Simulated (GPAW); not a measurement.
# SnTe (Fm-3m) in GPAW: further runs

The runs below take SnTe through band structure, equation of state, with vdW-DF-cx, PBE+D4, revPBE+D3(BJ), GLLB-SC, PBEsol+D4.

Program: GPAW 26.7.0. These are calculated values, not measurements. Logs are shortened: lines on timing, memory, paths and dates and some standing lists are left out, and cuts for length are marked. The log counts tension as positive stress, the text compression.

**Experimental background.**

From a printed reference work, textbook, for a bulk crystal of SnTe at 300 K: band gap 0.18 eV (direct).

The runs below are set against these values where they give the same quantity.

## (1) Starting point

Symmetry: Fm-3m, No. 225, cubic system. Conventional cell: a = 6.302 Å, b = 6.302 Å, c = 6.302 Å, α = 90.00°, β = 90.00°, γ = 90.00°. Te (site symmetry m-3m) is surrounded by 6 Sn at 3.15 Å. Around Sn (site symmetry m-3m) lie 6 Te at 3.15 Å.

## (2) Band structure, vdW-DF-cx, spin-orbit coupling, no magnetisation

Input file run.py:

```python
import numpy as np
import spglib
from ase import Atoms
from ase.dft.bandgap import bandgap
from ase.io import read, write
from gpaw import GPAW, PW
from gpaw.spinorbit import soc_eigenstates

atoms = read('SnTe.cif')
cell, positions, numbers = spglib.find_primitive(
    (atoms.cell[:], atoms.get_scaled_positions(), atoms.numbers), symprec=1e-4)
atoms = Atoms(numbers, cell=cell, scaled_positions=positions, pbc=True)

calc = GPAW(mode=PW(600),
            xc={'name': 'vdW-DF-cx', 'backend': 'libvdwxc'},
            kpts={'size': (6, 6, 6), 'gamma': True},
            occupations={'name': 'fermi-dirac', 'width': 0.05},
            nbands=19,
            convergence={'density': 1e-05, 'energy': 1e-05},
            maxiter=150,
            txt='gpaw.txt')
atoms.calc = calc
energy = atoms.get_potential_energy()
forces = atoms.get_forces()
calc.write('gs.gpw')
write('result.traj', atoms)
print(f'Energy: {energy:.6f} eV')
print('Forces (eV/A):')
print(forces.round(4))
print('Fermi level:', round(calc.get_fermi_level(), 4), 'eV')
print(f'Gap: {bandgap(calc)[0]:.4f} eV, direct: {bandgap(calc, direct=True)[0]:.4f} eV')

path = atoms.cell.bandpath('GXWKGLUWLK,UX', npoints=80, eps=1e-4)
bs_calc = calc.fixed_density(kpts=path, symmetry='off', nbands=32,
                             convergence={'bands': 'CBM+6.0', 'eigenstates': 1e-6}, txt='bands.txt')
bs = bs_calc.band_structure()
bs.write('bs.json')
print(f'Gap on the path: {bandgap(bs_calc)[0]:.4f} eV')

soc = soc_eigenstates(bs_calc, theta=0, phi=0)
np.savetxt('soc_bands.dat', soc.eigenvalues(), fmt='%.4f')
mesh = soc_eigenstates('gs.gpw', theta=0, phi=0)
np.savetxt('soc_mesh.dat', mesh.eigenvalues(), fmt='%.4f')
print('Fermi level with spin-orbit coupling:', round(mesh.fermi_level, 4), 'eV')
```

Input file SnTe.cif:

```cif
data_SnTe
_cell_length_a 6.30170000
_cell_length_b 6.30170000
_cell_length_c 6.30170000
_cell_angle_alpha 90.00000000
_cell_angle_beta 90.00000000
_cell_angle_gamma 90.00000000
_space_group_name_H-M_alt 'Fm-3m'
_space_group_name_Hall '-F 4 2 3'
_space_group_IT_number 225
loop_
_space_group_symop_operation_xyz
'x,y,z'
'-x,-y,-z'
'-y,x,z'
'y,-x,-z'
'-x,-y,z'
'x,y,-z'
'y,-x,z'
'-y,x,-z'
'x,-y,-z'
'-x,y,z'
'-y,-x,-z'
'y,x,z'
'-x,y,-z'
'x,-y,z'
'y,x,-z'
'-y,-x,z'
'z,x,y'
'-z,-x,-y'
'z,-y,x'
'-z,y,-x'
'z,-x,-y'
'-z,x,y'
'z,y,-x'
'-z,-y,x'
'-z,x,-y'
'z,-x,y'
'-z,-y,-x'
'z,y,x'
'-z,-x,y'
'z,x,-y'
'-z,y,x'
'z,-y,-x'
'y,z,x'
'-y,-z,-x'
'x,z,-y'
'-x,-z,y'
'-y,z,-x'
'y,-z,x'
'-x,z,y'
'x,-z,-y'
'-y,-z,x'
'y,z,-x'
'-x,-z,-y'
'x,z,y'
'y,-z,-x'
'-y,z,x'
'x,-z,y'
'-x,z,-y'
'x,y+1/2,z+1/2'
'-x,-y+1/2,-z+1/2'
'-y,x+1/2,z+1/2'
[... 62 lines left out ...]
'-z+1/2,-x,-y+1/2'
'z+1/2,-y,x+1/2'
'-z+1/2,y,-x+1/2'
'z+1/2,-x,-y+1/2'
'-z+1/2,x,y+1/2'
'z+1/2,y,-x+1/2'
'-z+1/2,-y,x+1/2'
'-z+1/2,x,-y+1/2'
'z+1/2,-x,y+1/2'
'-z+1/2,-y,-x+1/2'
'z+1/2,y,x+1/2'
'-z+1/2,-x,y+1/2'
'z+1/2,x,-y+1/2'
'-z+1/2,y,x+1/2'
'z+1/2,-y,-x+1/2'
'y+1/2,z,x+1/2'
'-y+1/2,-z,-x+1/2'
'x+1/2,z,-y+1/2'
'-x+1/2,-z,y+1/2'
'-y+1/2,z,-x+1/2'
'y+1/2,-z,x+1/2'
'-x+1/2,z,y+1/2'
'x+1/2,-z,-y+1/2'
'-y+1/2,-z,x+1/2'
'y+1/2,z,-x+1/2'
'-x+1/2,-z,-y+1/2'
'x+1/2,z,y+1/2'
'y+1/2,-z,-x+1/2'
'-y+1/2,z,x+1/2'
'x+1/2,-z,y+1/2'
'-x+1/2,z,-y+1/2'
'x+1/2,y+1/2,z'
'-x+1/2,-y+1/2,-z'
'-y+1/2,x+1/2,z'
'y+1/2,-x+1/2,-z'
'-x+1/2,-y+1/2,z'
'x+1/2,y+1/2,-z'
'y+1/2,-x+1/2,z'
'-y+1/2,x+1/2,-z'
'x+1/2,-y+1/2,-z'
'-x+1/2,y+1/2,z'
'-y+1/2,-x+1/2,-z'
'y+1/2,x+1/2,z'
'-x+1/2,y+1/2,-z'
'x+1/2,-y+1/2,z'
'y+1/2,x+1/2,-z'
'-y+1/2,-x+1/2,z'
'z+1/2,x+1/2,y'
'-z+1/2,-x+1/2,-y'
'z+1/2,-y+1/2,x'
'-z+1/2,y+1/2,-x'
'z+1/2,-x+1/2,-y'
'-z+1/2,x+1/2,y'
'z+1/2,y+1/2,-x'
'-z+1/2,-y+1/2,x'
'-z+1/2,x+1/2,-y'
'z+1/2,-x+1/2,y'
'-z+1/2,-y+1/2,-x'
'z+1/2,y+1/2,x'
'-z+1/2,-x+1/2,y'
'z+1/2,x+1/2,-y'
'-z+1/2,y+1/2,x'
'z+1/2,-y+1/2,-x'
'y+1/2,z+1/2,x'
'-y+1/2,-z+1/2,-x'
'x+1/2,z+1/2,-y'
'-x+1/2,-z+1/2,y'
'-y+1/2,z+1/2,-x'
'y+1/2,-z+1/2,x'
'-x+1/2,z+1/2,y'
'x+1/2,-z+1/2,-y'
'-y+1/2,-z+1/2,x'
'y+1/2,z+1/2,-x'
'-x+1/2,-z+1/2,-y'
'x+1/2,z+1/2,y'
'y+1/2,-z+1/2,-x'
'-y+1/2,z+1/2,x'
'x+1/2,-z+1/2,y'
'-x+1/2,z+1/2,-y'
loop_
_atom_site_label
_atom_site_type_symbol
_atom_site_symmetry_multiplicity
_atom_site_Wyckoff_symbol
_atom_site_fract_x
_atom_site_fract_y
_atom_site_fract_z
_atom_site_occupancy
Te1 Te 4 b 0.5000000000 0.0000000000 0.0000000000 1
Sn1 Sn 4 a 0.0000000000 0.0000000000 0.0000000000 1
```

Potentials or basis: GPAW PAW data sets (gpaw-data 1.2.1), pw.

The run is started by

```sh
$ OMP_NUM_THREADS=1 python run.py
```

gpaw.txt:

```text
__  _  _
 | _ |_)|_||  |
 |__||  | ||/\| - 26.7.0

Input parameters:
  mode=PW(ecut=600.0),
  convergence={'density': 1e-05, 'energy': 1e-05},
  kpts=MonkhorstPack(size=(6, 6, 6), gamma=True),
  maxiter=150,
  nbands=19,
  occupations=Occupations(name='fermi-dirac', width=0.05),
  xc=XC(name='vdW-DF-cx', backend='libvdwxc')

Diagonalizing LCAO Hamiltonian
Converting LCAO to pw mode

                 Te

       Sn

Atoms  # Å, Bohr magnetons
|   | symbol |        x |        y |        z |    initial magnetic moments |
|---|--------|----------|----------|----------|-----------------------------|
| 0 |     Te | 3.150850 | 3.150850 | 3.150850 | ( 0.0000,  0.0000,  0.0000) |
| 1 |     Sn | 0.000000 | 0.000000 | 0.000000 | ( 0.0000,  0.0000,  0.0000) |

Unit cell  # Å
| periodic |        x |        y |        z |  lengths |    angles |
|----------|----------|----------|----------|----------|-----------|
|      yes | 0.000000 | 3.150850 | 3.150850 | 4.455975 | 60.000000 |
|      yes | 3.150850 | 0.000000 | 3.150850 | 4.455975 | 60.000000 |
|      yes | 3.150850 | 3.150850 | 0.000000 | 4.455975 | 60.000000 |

Number of symmetries: 48
Symmetry operations  # r_c * U_cc + t_c -> r_c
|    | kind |            matrix            |
|----|------|------------------------------|
|  0 |  σ   |  1, 0, 0,  1, 0,-1,  1,-1, 0 |
|  1 |  C2  |  1, 0, 0,  1,-1, 0,  1, 0,-1 |
|  2 |  E   |  1, 0, 0,  0, 1, 0,  0, 0, 1 |
|  3 |  σ   |  1, 0, 0,  0, 0, 1,  0, 1, 0 |
|  4 |  C4  |  1, 0,-1,  1, 0, 0,  1,-1, 0 |
|  5 |  S6  |  1, 0,-1,  1,-1, 0,  1, 0, 0 |
|  6 |  σ   |  1, 0,-1,  0, 1,-1,  0, 0,-1 |
|  7 |  C3  |  1, 0,-1,  0, 0,-1,  0, 1,-1 |
|  8 |  S6  |  1,-1, 0,  1, 0, 0,  1, 0,-1 |
|  9 |  C4  |  1,-1, 0,  1, 0,-1,  1, 0, 0 |
| 10 |  C3  |  1,-1, 0,  0,-1, 1,  0,-1, 0 |
| 11 |  σ   |  1,-1, 0,  0,-1, 0,  0,-1, 1 |
| 12 |  σ   |  0, 1, 0,  1, 0, 0,  0, 0, 1 |
| 13 |  C4  |  0, 1, 0,  0, 1,-1, -1, 1, 0 |
| 14 |  C3  |  0, 1, 0,  0, 0, 1,  1, 0, 0 |
| 15 |  S6  |  0, 1, 0, -1, 1, 0,  0, 1,-1 |
| 16 |  C2  |  0, 1,-1,  1, 0,-1,  0, 0,-1 |
| 17 |  σ   |  0, 1,-1,  0, 1, 0, -1, 1, 0 |
| 18 |  S4  |  0, 1,-1,  0, 0,-1,  1, 0,-1 |
| 19 |  C4  |  0, 1,-1, -1, 1, 0,  0, 1, 0 |
| 20 |  C3  |  0, 0, 1,  1, 0, 0,  0, 1, 0 |
| 21 |  σ   |  0, 0, 1,  0, 1, 0,  1, 0, 0 |
| 22 |  S6  |  0, 0, 1,  0,-1, 1, -1, 0, 1 |
| 23 |  C4  |  0, 0, 1, -1, 0, 1,  0,-1, 1 |
| 24 |  S4  |  0, 0,-1,  1, 0,-1,  0, 1,-1 |
| 25 |  C3  |  0, 0,-1,  0, 1,-1,  1, 0,-1 |
| 26 |  C2  |  0, 0,-1,  0,-1, 0, -1, 0, 0 |
| 27 |  S6  |  0, 0,-1, -1, 0, 0,  0,-1, 0 |
| 28 |  S4  |  0,-1, 1,  1,-1, 0,  0,-1, 0 |
| 29 |  C4  |  0,-1, 1,  0, 0, 1, -1, 0, 1 |
| 30 |  C2  |  0,-1, 1,  0,-1, 0,  1,-1, 0 |
| 31 |  σ   |  0,-1, 1, -1, 0, 1,  0, 0, 1 |
| 32 |  C3  |  0,-1, 0,  1,-1, 0,  0,-1, 1 |
| 33 |  S6  |  0,-1, 0,  0, 0,-1, -1, 0, 0 |
| 34 |  S4  |  0,-1, 0,  0,-1, 1,  1,-1, 0 |
| 35 |  C2  |  0,-1, 0, -1, 0, 0,  0, 0,-1 |
| 36 |  C2  | -1, 1, 0,  0, 1, 0,  0, 1,-1 |
| 37 |  S6  | -1, 1, 0,  0, 1,-1,  0, 1, 0 |
| 38 |  S4  | -1, 1, 0, -1, 0, 1, -1, 0, 0 |
| 39 |  C3  | -1, 1, 0, -1, 0, 0, -1, 0, 1 |
| 40 |  S6  | -1, 0, 1,  0, 0, 1,  0,-1, 1 |
| 41 |  C2  | -1, 0, 1,  0,-1, 1,  0, 0, 1 |
| 42 |  C3  | -1, 0, 1, -1, 1, 0, -1, 0, 0 |
| 43 |  S4  | -1, 0, 1, -1, 0, 0, -1, 1, 0 |
[... 61 lines left out ...]
      lmax: 2
    cutoffs:
      filter: 2.09  # [Å]
      core: 3.17  # [Å]
    projectors
    | kind |    occ | energy [eV] | rcut [Å] |
    |------|--------|-------------|----------|
    |   5s |  2.000 |     -15.089 |    1.180 |
    |   5p |  4.000 |      -5.955 |    1.196 |
    |    s |        |      12.123 |    1.180 |
    |    p |        |      21.256 |    1.196 |
    |    d |        |       0.000 |    1.238 |

    Using partial waves for Te as LCAO basis

  Sn:
    name:    Tin
    Z:       50.0
    valence: 14
    core:    36
    charge:  0.0  # [|e|]
    compensation charges:
      type: gauss
      rc: 0.38  # [Å]
      lmax: 2
    cutoffs:
      filter: 2.23  # [Å]
      core: 2.35  # [Å]
    projectors
    | kind |    occ | energy [eV] | rcut [Å] |
    |------|--------|-------------|----------|
    |   5s |  2.000 |     -10.538 |    1.201 |
    |   5p |  2.000 |      -3.696 |    1.270 |
    |   4d | 10.000 |     -25.845 |    1.185 |
    |    s |        |      16.674 |    1.201 |
    |    p |        |      23.515 |    1.270 |
    |    d |        |       1.367 |    1.185 |

    Using partial waves for Sn as LCAO basis

Reference energy: -352801.376741  # eV

eigensolver:
  PPCG
  Converge bands: occupied
  niter=2

density mixing:
  MSR1-Mixer
  Pratt-step length: 0.05
  Maximum mixing coefficient: 0.75
  Old densities: 10
  SVD Regularization: 0.005
  Good broyden scale: 1.0
  Trust region scale: 1.0
  Backstep threshold: 4.0
  History deletion threshold: 6.0
  Fourier metric: weight=20.0, sigma=0.015

occupation numbers:
  Fermi-Dirac:
    width: 0.0500  # eV

poisson solver:
  ecut: 4800.0  # eV

xc functional:
  name: vdW-DF-cx with libvdwxc
  Mode: serial
  Semilocal: GGA_X_LV_RPW86+LDA_C_PW with 2 nearest neighbor stencil
  Local blocksize: 54 x 54 x 54
  PAW datasets: PBE

convergence criteria:
- Maximum integral of absolute [dens]ity change: 1e-05 electrons / valence electron
- Maximum [total energy] change in last 3 cyles: 1e-05 eV / valence electron
- Maximum integral of absolute [eigenst]ate change: 4e-08 eV^2 / valence electron
maximum number of iterations: 150

SCF iterations
|iter     | |      energy | eigst |  dens |
|---------|-|-------------|-------|-------|
|iter:   1| |   97.004825 | -0.16 |       |
|iter:   2| |   97.009549 | -2.24 | -1.48 |
|iter:   3| |   97.036455 | -2.56 | -1.52 |
|iter:   4| |   97.035453 | -3.86 | -2.11 |
|iter:   5| |   97.035252 | -4.84 | -2.61 |
|iter:   6| |   97.035236 | -6.51 | -3.27 |
|iter:   7| |   97.035236c| -7.56c| -4.19 |
|iter:   8| |   97.035236c| -7.55c| -4.68 |
|iter:   9| |   97.035236c| -8.38c| -5.72c|

Converged in 9 steps
Energy contributions relative to reference atoms: (reference = -352801.376741)

Energy contributions:
  Kinetic:          12.799011
  Coulomb:         -12.649718
  Zero:             -0.137727
  External:          0.000000
  Xc:               97.024719
  Entropy:          -0.002099
  Spinorbit:         0.000000
  ----------------------------
  Free energy:      97.034186
  Extrapolated:     97.035236

dipole moment: (-21.305427, -21.305427, -21.305427)  # |e|*Ang

Fermi level: 6.428
Eigenvalues  # (at kpt = [0.000, 0.000, 0.000])
| band index |      eig [eV] | occ [0-2] |
|------------|---------------|-----------|
|          0 |       -15.637 |     2.000 |
|        ... |               |           |
|          2 |       -15.628 |     2.000 |
|          3 |       -15.628 |     2.000 |
|          4 |       -15.628 |     2.000 |
|          5 |        -6.402 |     2.000 |
|          6 |         1.731 |     2.000 |
|          7 |         4.232 |     2.000 |
[... 9 lines left out ...]
|         17 |        13.313 |     0.000 |
|         18 |        13.313 |     0.000 |

Gap: 0.116 eV
Transition (v -> c):
  (s=0, k=15, n=9, [0.50, 0.50, 0.50]) -> (s=0, k=15, n=10, [0.50, 0.50, 0.50])
No difference between direct/indirect transitions

Forces  # eV/Ang
|       x |        y |       z |
|---------|----------|---------|
| 0.00000 |  0.00000 | 0.00000 |  # Te   0
| 0.00000 | -0.00000 | 0.00000 |  # Sn   1

# Writing to gs.gpw (mode='')
```

Wall time 78 s (1 thread of Arm Neoverse V1, shared host); peak memory 0.39 GiB.

What came out:

| Item | Value |
| --- | --- |
| Free energy | 97.0342 eV |
| Band gap on the k mesh | 0.31 eV, direct |
| Band gap along the path | 0.26 eV, indirect (least direct gap 0.31 eV) |

Levels at the corners of the path, in eV from the valence-band top:
```
point  band 17  band 18  band 19  band 20  band 21  band 22  band 23  band 24
    Γ    -1.69    -1.69    -1.69    -1.69     2.85     2.85     3.78     3.78
    X    -3.85    -3.85    -3.36    -3.36     2.30     2.30     4.64     4.64
    W    -4.61    -4.61    -0.68    -0.68     0.98     0.98     4.64     4.64
    K    -3.19    -3.19    -2.49    -2.49     2.93     2.93     3.43     3.43
    Γ    -1.69    -1.69    -1.69    -1.69     2.85     2.85     3.78     3.78
    L    -1.37    -1.37     0.00     0.00     0.31     0.31     0.46     0.46
    U    -3.19    -3.19    -2.49    -2.49     2.93     2.93     3.43     3.43
    W    -4.61    -4.61    -0.68    -0.68     0.98     0.98     4.64     4.64
    L    -1.37    -1.37     0.00     0.00     0.31     0.31     0.46     0.46
    K    -3.19    -3.19    -2.49    -2.49     2.93     2.93     3.43     3.43
    U    -3.19    -3.19    -2.49    -2.49     2.93     2.93     3.43     3.43
    X    -3.85    -3.85    -3.36    -3.36     2.30     2.30     4.64     4.64
```

Caveat: spin-orbit coupling was added after a scalar SCF, so levels and gaps hold it while energy, forces, pressure and moments don't; this program's spin-orbit splittings come out too wide for heavy elements; the PAW data sets were made with another functional, which shifts forces and pressure a little.

## (3) Equation of state, PBE+D4

Input file run.py:

```python
from ase import Atoms
from ase.calculators.mixing import SumCalculator
from ase.eos import EquationOfState
from ase.io import Trajectory
from ase.units import GPa
from dftd4.ase import DFTD4
from gpaw import GPAW, PW

atoms = Atoms(['Te', 'Sn'],
              cell=[[0.0, 3.15085, 3.15085],
                    [3.15085, 0.0, 3.15085],
                    [3.15085, 3.15085, 0.0]],
              scaled_positions=[[0.5, 0.5, 0.5],
                                [0.0, 0.0, 0.0]],
              pbc=True)

traj = Trajectory('eos.traj', 'w')
volumes, energies = [], []
for x in [0.94, 0.96, 0.98, 1.0, 1.02, 1.04, 1.06]:
    a = atoms.copy()
    a.set_cell(atoms.cell * x**(1 / 3), scale_atoms=True)
    calc = GPAW(mode=PW(600),
                xc='PBE',
                kpts={'size': (6, 6, 6), 'gamma': True},
                occupations={'name': 'fermi-dirac', 'width': 0.05},
                nbands=19,
                convergence={'density': 1e-05, 'energy': 1e-05},
                maxiter=150,
                txt=f'eos-{x:.2f}.txt')
    a.calc = SumCalculator([calc, DFTD4(method='pbe')])
    energies.append(a.get_potential_energy())
    volumes.append(a.get_volume())
    p = -a.get_stress()[:3].mean() / GPa
    calc.write(f'eos-{x:.2f}.gpw')
    traj.write(a)
    print(f'{x:.2f} {volumes[-1]:10.4f} A^3 {energies[-1]:14.6f} eV {p:9.3f} GPa', flush=True)

v0, e0, B = EquationOfState(volumes, energies, eos='birchmurnaghan').fit()
print(f'V0 = {v0:.4f} A^3, E0 = {e0:.6f} eV, B0 = {B / GPa:.2f} GPa')
```

Potentials or basis: GPAW PAW data sets (gpaw-data 1.2.1), pw.

The run is started by

```sh
$ OMP_NUM_THREADS=1 python run.py
```

Wall time 87 s (1 thread of Arm Neoverse V1, shared host); peak memory 0.32 GiB.

It converged, with:

```yaml
Equilibrium_volume: 31.17 Å³/atom
Bulk_modulus: 46 GPa
Pressure_derivative_of_the_bulk_modulus: "5.5 (rough: it moves with the points fitted)"
```

Energy against volume, from the lowest point:
| volume (Å³/atom) | energy (meV/atom) |
| --- | --- |
| 29.404 | 16.12 |
| 30.030 | 6.41 |
| 30.656 | 1.20 |
| 31.281 | 0.00 |
| 31.907 | 2.34 |
| 32.532 | 7.78 |
| 33.158 | 15.85 |

## (4) Equation of state, revPBE+D3(BJ)

Input file run.py:

```python
from ase.calculators.mixing import SumCalculator
from ase.eos import EquationOfState
from ase.io import Trajectory, read
from ase.units import GPa
from dftd3.ase import DFTD3
from gpaw import GPAW, PW

atoms = read('POSCAR')

traj = Trajectory('eos.traj', 'w')
volumes, energies = [], []
for x in [0.94, 0.96, 0.98, 1.0, 1.02, 1.04, 1.06]:
    a = atoms.copy()
    a.set_cell(atoms.cell * x**(1 / 3), scale_atoms=True)
    calc = GPAW(mode=PW(600),
                xc='revPBE',
                kpts={'size': (6, 6, 6), 'gamma': True},
                occupations={'name': 'fermi-dirac', 'width': 0.05},
                nbands=19,
                convergence={'density': 1e-05, 'energy': 1e-05},
                maxiter=150,
                txt=f'eos-{x:.2f}.txt')
    a.calc = SumCalculator([calc, DFTD3(method='revpbe', damping='d3bj')])
    energies.append(a.get_potential_energy())
    volumes.append(a.get_volume())
    p = -a.get_stress()[:3].mean() / GPa
    calc.write(f'eos-{x:.2f}.gpw')
    traj.write(a)
    print(f'{x:.2f} {volumes[-1]:10.4f} A^3 {energies[-1]:14.6f} eV {p:9.3f} GPa', flush=True)

v0, e0, B = EquationOfState(volumes, energies, eos='birchmurnaghan').fit()
print(f'V0 = {v0:.4f} A^3, E0 = {e0:.6f} eV, B0 = {B / GPa:.2f} GPa')
```

Input file POSCAR:

```
SnTe
1.0
    0.0000000000      3.1508500000      3.1508500000
    3.1508500000      0.0000000000      3.1508500000
    3.1508500000      3.1508500000      0.0000000000
Te Sn
1 1
Direct
    0.5000000000      0.5000000000      0.5000000000
    0.0000000000      0.0000000000      0.0000000000
```

Potentials or basis: the program's PAW data sets (release 1.2.1) made for this functional, pw.

The run is started by

```sh
$ OMP_NUM_THREADS=1 python run.py
```

It took 86 s on 1 thread of Arm Neoverse V1, shared host; peak memory 0.33 GiB.

Results (log left out):

- Equilibrium volume: 30.63 Å³/atom
- Bulk modulus: 48 GPa
- Pressure derivative of the bulk modulus: 6.1 (rough: it moves with the points fitted)

Energy against volume, from the lowest point:
| volume (Å³/atom) | energy (meV/atom) |
| --- | --- |
| 29.404 | 8.01 |
| 30.030 | 1.85 |
| 30.656 | 0.00 |
| 31.281 | 1.92 |
| 31.907 | 7.18 |
| 32.532 | 15.30 |
| 33.158 | 25.73 |

Spin-orbit coupling is left out, which matters for the levels of Te.

[end of part 1 of 2]
